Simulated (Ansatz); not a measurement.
Input of an Ansatz 0.2.0 run:

Contents of input.yaml:

```yaml
crystal:
  lattice:
    - [3.169, 0.0, 0.0]
    - [-1.5845, 2.7444345046, 0.0]
    - [0.0, 0.0, 12.324]
  atoms:
    - { symbol: Mo, position: [0.6666666667, 0.3333333333, 0.75] }
    - { symbol: Mo, position: [0.3333333333, 0.6666666667, 0.25] }
    - { symbol: S, position: [0.6666666667, 0.3333333333, 0.377] }
    - { symbol: S, position: [0.3333333333, 0.6666666667, 0.877] }
    - { symbol: S, position: [0.6666666667, 0.3333333333, 0.123] }
    - { symbol: S, position: [0.3333333333, 0.6666666667, 0.623] }
hamiltonian:
  xc: pbe
  pseudopotentials: { kind: paw }
kpoints:
  mp_grid: { grid: [10, 10, 3] }
  band_path:
    path:
      - [[0.0, 0.0, 0.0], [0.5, 0.0, 0.0], [0.3333333333, 0.3333333333, 0.0], [0.0, 0.0, 0.0], [0.0, 0.0, 0.5], [0.5, 0.0, 0.5], [0.3333333333, 0.3333333333, 0.5], [0.0, 0.0, 0.5]]
      - [[0.5, 0.0, 0.5], [0.5, 0.0, 0.0]]
      - [[0.3333333333, 0.3333333333, 0.0], [0.3333333333, 0.3333333333, 0.5]]
    npoints: 14
scf:
  occupations: { method: fermi_dirac, width: 0.05 }
  n_extra_bands: 15
output:
  forces: true
  stress: true
  eigenvalues: true
  fatbands: false
```

Potentials or basis: Ansatz PAW.

Launch:

```console
$ ansatz run input.yaml --threads 2 --pin off --max-ram 5632MiB --backend cpu --events-out ev --progress --plain --runs-dir out
```

Q: Predict the pressure.

A: 2.0 GPa.

Q: What does it give for the band gap along the path?

A: 0.88 eV, indirect (least direct gap 1.65 eV).

Levels at the corners of the path, in eV from the valence-band top:
```tsv
point	band 22	band 23	band 24	band 25	band 26	band 27	band 28	band 29	band 30	band 31
Γ	-2.13	-2.13	-1.19	-1.15	0.00	2.10	2.10	2.13	2.13	2.26
M	-2.48	-1.73	-1.53	-1.40	-1.28	1.60	1.64	2.00	2.26	2.84
K	-3.79	-2.70	-2.70	-0.77	-0.61	1.05	1.05	1.84	2.83	2.83
Γ	-2.13	-2.13	-1.19	-1.15	0.00	2.10	2.10	2.13	2.13	2.26
A	-2.15	-2.15	-2.15	-0.27	-0.27	2.10	2.10	2.10	2.10	2.36
L	-2.62	-1.63	-1.63	-1.33	-1.33	1.62	1.62	2.14	2.14	3.21
H	-3.43	-2.87	-2.87	-0.70	-0.70	1.05	1.05	2.30	2.30	2.87
A	-2.15	-2.15	-2.15	-0.27	-0.27	2.10	2.10	2.10	2.10	2.36
L	-2.62	-1.63	-1.63	-1.33	-1.33	1.62	1.62	2.14	2.14	3.21
M	-2.48	-1.73	-1.53	-1.40	-1.28	1.60	1.64	2.00	2.26	2.84
K	-3.79	-2.70	-2.70	-0.77	-0.61	1.05	1.05	1.84	2.83	2.83
H	-3.43	-2.87	-2.87	-0.70	-0.70	1.05	1.05	2.30	2.30	2.87
```

Caveat: this functional lacks dispersion, which binds the layers, so the pressure and a relaxed spacing across them are unreliable.

**What was measured.**

From “Multiwavelength excitation Raman Scattering Analysis of bulk and 2 dimensional MoS2: Vibrational properties of atomically thin MoS2 layers”, 2015, arxiv:1506.03228, for a bulk crystal of MoS2 at 300 K: band gap 1.3 eV (indirect).

A measured gap of MoS2 is 1.3 eV (indirect; 300 K; “Multiwavelength excitation Raman Scattering Analysis of bulk and 2 dimensional MoS2: Vibrational properties of atomically thin MoS2 layers”, 2015, arxiv:1506.03228); the calculated 0.88 eV misses it by -0.42 eV. Spin-orbit coupling on Mo is left out. The value is that of PBE, without temperature or zero-point motion. Semilocal functionals fall short of measured gaps as a rule.
